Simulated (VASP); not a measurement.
# VASP 6.6.1, PBE with spin–orbit coupling single-point calculation, HgTe (rocksalt)

INCAR

```
ENCUT = 520
NELM = 120
IBRION = -1
MAGMOM = 0.0 0.0 0.0 0.0 0.0 0.0
LSORBIT = .TRUE.
GGA = PE
LWAVE = .FALSE.
PREC = Accurate
ISMEAR = -1
GGA_COMPAT = .FALSE.
LASPH = .TRUE.
LCHARG = .FALSE.
EDIFF = 1E-7
LREAL = .FALSE.
ISIF = 2
SIGMA = 0.02
NSW = 0
NBANDS = 29
```

KPOINTS

```
KPOINTS created by Atomic Simulation Environment
0
Gamma
8 8 8
0 0 0
```

KPOINTS_OPT

```
special points
6
Reciprocal
0.0000000000 0.0000000000 0.0000000000 1
0.5000000000 0.0000000000 0.5000000000 1
0.5000000000 0.2500000000 0.7500000000 1
0.3750000000 0.3750000000 0.7500000000 1
0.5000000000 0.5000000000 0.5000000000 1
0.6250000000 0.2500000000 0.6250000000 1
```

POSCAR

```
Hg Te
 1.0000000000000000
     0.0000000000000000    3.0434522883094655    3.0434522883094655
     3.0434522883094659    0.0000000000000000    3.0434522883094655
     3.0434522883094659    3.0434522883094655   -0.0000000000000000
 Hg  Te
   1   1
Cartesian
 -0.0000000000000000 -0.0000000000000000  0.0000000000000000
  3.0434522883094655  3.0434522883094659  3.0434522883094663
```

VASP ran with the recommended PBE PAW datasets (18 valence electrons in the cell).

Command

```
mpirun -np 1 vasp_ncl
```

OSZICAR

```
N       E                     dE             d eps       ncg     rms          rms(c)
DAV:   1     0.117603392689E+03    0.11760E+03   -0.80629E+03  1690   0.111E+03
DAV:   2     0.173226601384E+01   -0.11587E+03   -0.10949E+03  1853   0.267E+02
DAV:   3    -0.386963932583E+01   -0.56019E+01   -0.55236E+01  1963   0.582E+01
DAV:   4    -0.393010347422E+01   -0.60464E-01   -0.60303E-01  1987   0.549E+00
DAV:   5    -0.393110644433E+01   -0.10030E-02   -0.10030E-02  1957   0.691E-01    0.882E+00
DAV:   6    -0.372789036412E+01    0.20322E+00   -0.42468E-01  1853   0.940E+00    0.656E+00
DAV:   7    -0.372830008067E+01   -0.40972E-03   -0.97287E-02  1928   0.220E+00    0.281E+00
DAV:   8    -0.372729704520E+01    0.10030E-02   -0.58293E-03  1820   0.914E-01    0.118E+00
DAV:   9    -0.372733594786E+01   -0.38903E-04   -0.53623E-04  1950   0.160E-01    0.242E-01
DAV:  10    -0.372736247255E+01   -0.26525E-04   -0.26305E-04  1881   0.206E-01    0.539E-02
DAV:  11    -0.372736937391E+01   -0.69014E-05   -0.35922E-05  1887   0.808E-02    0.175E-02
DAV:  12    -0.372737141481E+01   -0.20409E-05   -0.49769E-06  1929   0.180E-02    0.173E-02
DAV:  13    -0.372737112713E+01    0.28769E-06   -0.21302E-07  1909   0.335E-03    0.140E-02
DAV:  14    -0.372737103050E+01    0.96631E-07   -0.36386E-08  1089   0.117E-03
   1 F= -.37273710E+01 E0= -.37259146E+01  d E =-.291285E-02  mag=     0.0000     0.0000    -0.0000
       N       E                     dE             ncg
DAV:   1     0.719584480369E+03   -0.22880E+04      348
DAV:   2     0.271785722892E+02   -0.69241E+03      389
DAV:   3    -0.245510806220E+01   -0.29634E+02      435
DAV:   4    -0.272732100338E+01   -0.27221E+00      415
DAV:   5    -0.273171977561E+01   -0.43988E-02      417
DAV:   6    -0.273186270180E+01   -0.14293E-03      420
DAV:   7    -0.273186813687E+01   -0.54351E-05      417
DAV:   8    -0.273186835932E+01   -0.22245E-06      353
DAV:   9    -0.273186836857E+01   -0.92475E-08      274
```

From OUTCAR

```
k-points           NKPTS =     29   k-points in BZ     NKDIM =     29   number of bands    NBANDS=     29

   NELECT =      18.0000    total number of electrons

   dimension x,y,z NGX =    32 NGY =   32 NGZ =   32
   dimension x,y,z NGXF=    64 NGYF=   64 NGZF=   64

  energy-cutoff  :      520.00
  volume of cell :       56.38
      direct lattice vectors                 reciprocal lattice vectors
     0.000000000  3.043452288  3.043452288    -0.164287116  0.164287116  0.164287116
     3.043452288  0.000000000  3.043452288     0.164287116 -0.164287116  0.164287116
     3.043452288  3.043452288  0.000000000     0.164287116  0.164287116 -0.164287116

 k-points in reciprocal lattice and weights: KPOINTS created by Atomic Simulation Env
   0.00000000  0.00000000  0.00000000       0.002
   0.12500000  0.00000000  0.00000000       0.016
   0.25000000  0.00000000  0.00000000       0.016
   0.37500000 -0.00000000 -0.00000000       0.016
   0.50000000  0.00000000  0.00000000       0.008
   0.12500000  0.12500000  0.00000000       0.012
   0.25000000  0.12500000 -0.00000000       0.047
   0.37500000  0.12500000 -0.00000000       0.047
   ...

 E-fermi :   4.5102

 k-point     1 :       0.0000    0.0000    0.0000
  band No.  band energies     occupation
      1      -7.6133      1.00000
      2      -7.6133      1.00000
      3      -3.3070      1.00000
      4      -3.3070      1.00000
      5      -3.3070      1.00000
      6      -3.3070      1.00000
      7      -1.5392      1.00000
      8      -1.5392      1.00000
      9      -1.5392      1.00000
     10      -1.5392      1.00000
     11      -1.5034      1.00000
     12      -1.5034      1.00000
     13       3.0312      1.00000
     14       3.0312      1.00000
     15       3.5348      1.00000
     16       3.5348      1.00000
     17       4.0864      1.00000
     18       4.0864      1.00000
     19       4.0864      1.00000
     20       4.0864      1.00000
     21      11.0337      0.00000
     22      11.0337      0.00000
     23      12.0231      0.00000
     24      12.0231      0.00000
     25      12.0231      0.00000
     26      12.0231      0.00000
     27      12.2754      0.00000
     28      12.2754      0.00000
     29      12.7453      0.00000

 k-point     2 :       0.1250    0.0000    0.0000
  band No.  band energies     occupation
      1      -7.4774      1.00000
      2      -7.4774      1.00000
      3      -3.3239      1.00000
      4      -3.3239      1.00000
      5      -3.3108      1.00000
      6      -3.3108      1.00000
      7      -1.6065      1.00000
      8      -1.6065      1.00000
      9      -1.5456      1.00000
     10      -1.5456      1.00000
     11      -1.5000      1.00000
     12      -1.5000      1.00000
     13       1.8332      1.00000
     14       1.8332      1.00000
     15       3.5061      1.00000
     16       3.5061      1.00000
     17       4.1936      1.00000
     18       4.1936      1.00000
     19       5.3783      0.00000
     20       5.3783      0.00000
     21      10.0971      0.00000
     22      10.0971      0.00000
     23      11.0471      0.00000
     24      11.0471      0.00000
     25      11.5079      0.00000
     26      11.5079      0.00000
     27      12.1542      0.00000
     28      12.1542      0.00000
     29      12.5929      0.00000

 k-point     3 :       0.2500    0.0000    0.0000
  band No.  band energies     occupation
      1      -7.1030      1.00000
      2      -7.1030      1.00000
      3      -3.3676      1.00000
      4      -3.3676      1.00000
      5      -3.3279      1.00000
      6      -3.3279      1.00000
      7      -1.7781      1.00000
      8      -1.7781      1.00000
      9      -1.5530      1.00000
     10      -1.5530      1.00000
     11      -1.5117      1.00000
     12      -1.5117      1.00000
     13       0.3319      1.00000
     14       0.3319      1.00000
     15       3.8707      1.00000
     16       3.8707      1.00000
     17       4.4738      0.86062
     18       4.4738      0.86062
     19       6.5701      0.00000
     20       6.5701      0.00000
     21       8.8494      0.00000
     22       8.8494      0.00000
     23       9.7024      0.00000
     24       9.7024      0.00000
     25      10.1888      0.00000
     26      10.1888      0.00000
     27      12.3370      0.00000
     28      12.3370      0.00000
     29      13.3077      0.00000

 k-point     4 :       0.3750   -0.0000   -0.0000
  band No.  band energies     occupation
      1      -6.6265      1.00000
      2      -6.6265      1.00000
      3      -3.4150      1.00000
      4      -3.4150      1.00000
      5      -3.3688      1.00000
      6      -3.3688      1.00000
      7      -2.0540      1.00000
      8      -2.0540      1.00000
      9      -1.5970      1.00000
     10      -1.5970      1.00000
     11      -1.5504      1.00000
     12      -1.5504      1.00000
     13      -0.6080      1.00000
     14      -0.6080      1.00000
     15       4.2933      0.99998
     16       4.2933      0.99998
     17       4.8040      0.00000
     18       4.8040      0.00000
     19       6.9869      0.00000
     20       6.9869      0.00000
     21       8.1676      0.00000
     22       8.1676      0.00000
     23       8.6602      0.00000
     24       8.6602      0.00000
     25       9.1534      0.00000
     26       9.1534      0.00000
     27      13.5160      0.00000
     28      13.5160      0.00000
     29      14.4535      0.00000

 k-point     5 :       0.5000    0.0000    0.0000
  band No.  band energies     occupation
      1      -6.3765      1.00000
      2      -6.3765      1.00000
      3      -3.4355      1.00000
      4      -3.4355      1.00000
      5      -3.4058      1.00000
      6      -3.4058      1.00000
      7      -2.2721      1.00000
      8      -2.2721      1.00000
      9      -1.6616      1.00000
     10      -1.6616      1.00000
     11      -1.5467      1.00000
     12      -1.5467      1.00000
     13      -0.8347      1.00000
     14      -0.8347      1.00000
     15       4.4993      0.63347
     16       4.4993      0.63347
     17       4.9665      0.00000
     18       4.9665      0.00000
     19       6.9335      0.00000
     20       6.9335      0.00000
     21       8.1172      0.00000
     22       8.1172      0.00000
     23       8.1954      0.00000
     24       8.1954      0.00000
     25       8.7488      0.00000
     26       8.7488      0.00000
     27      14.8584      0.00000
     28      14.8584      0.00000
     29      15.2502      0.00000

 k-point     6 :       0.1250    0.1250    0.0000
  band No.  band energies     occupation
      1      -7.4376      1.00000
      2      -7.4376      1.00000
      3      -3.3322      1.00000
      4      -3.3322      1.00000
      5      -3.3045      1.00000
      6      -3.3045      1.00000
      7      -1.6346      1.00000
      8      -1.6346      1.00000
      9      -1.5381      1.00000
     10      -1.5381      1.00000
     11      -1.4915      1.00000
     12      -1.4915      1.00000
     13       1.9469      1.00000
     14       1.9469      1.00000
     15       3.1629      1.00000
     16       3.1629      1.00000
     17       3.8657      1.00000
     18       3.8657      1.00000
     19       5.8977      0.00000
     20       5.8977      0.00000
     21       9.6057      0.00000
     22       9.6057      0.00000
     23      10.9750      0.00000
     24      10.9750      0.00000
     25      11.3088      0.00000
     26      11.3088      0.00000
     27      11.8221      0.00000
     28      11.8221      0.00000
     29      13.3641      0.00000

 k-point     7 :       0.2500    0.1250   -0.0000
  band No.  band energies     occupation
      1      -7.1597      1.00000
      2      -7.1597      1.00000
      3      -3.3572      1.00000
      4      -3.3572      1.00000
      5      -3.3084      1.00000
      6      -3.3084      1.00000
      7      -1.7457      1.00000
      8      -1.7457      1.00000
      9      -1.5555      1.00000
     10      -1.5555      1.00000
     11      -1.4716      1.00000
     12      -1.4716      1.00000
     13       0.8650      1.00000
     14       0.8650      1.00000
     15       3.2583      1.00000
     16       3.2583      1.00000
     17       3.9401      1.00000
     18       3.9401      1.00000
     19       6.5042      0.00000
     20       6.5042      0.00000
     21       8.7629      0.00000
     22       8.7629      0.00000
     23      10.2838      0.00000
     24      10.2838      0.00000
     25      11.0014      0.00000
     26      11.0014      0.00000
     27      11.8238      0.00000
     28      11.8238      0.00000
     29      13.7601      0.00000

 ...

  Total        0.4685785      0.4685785      0.4685785     -0.0000000      0.0000000      0.0000000
  in kB       13.3156817     13.3156817     13.3156817     -0.0000000      0.0000000      0.0000000
  external PRESSURE =      13.3156817 kB  Pullay stress =       0.0000000 kB

 POSITION                                       TOTAL-FORCE (eV/Angst)
 -----------------------------------------------------------------------------------
      0.00000      0.00000      0.00000         0.000000      0.000000      0.000000
      3.04345      3.04345      3.04345        -0.000000      0.000000     -0.000000
 -----------------------------------------------------------------------------------
    total drift:                                0.000000     -0.000000     -0.000000

  FREE ENERGIE OF THE ION-ELECTRON SYSTEM (eV)
  ---------------------------------------------------
  free  energy   TOTEN  =        -3.7273710305 eV

  energy  without entropy=       -3.7244581847  energy(sigma->0) =       -3.72591461
```

```
gap between bands v and c : -2.50 eV (bands overlap: a metal)
least direct gap          : 0.00 eV
```

Band v is the last that the valence electrons fill when counted band by band, and c is the next.

The run took about 89 s on one core of a shared host (Intel Xeon Platinum 8488C) and held 0.37 GiB at most.
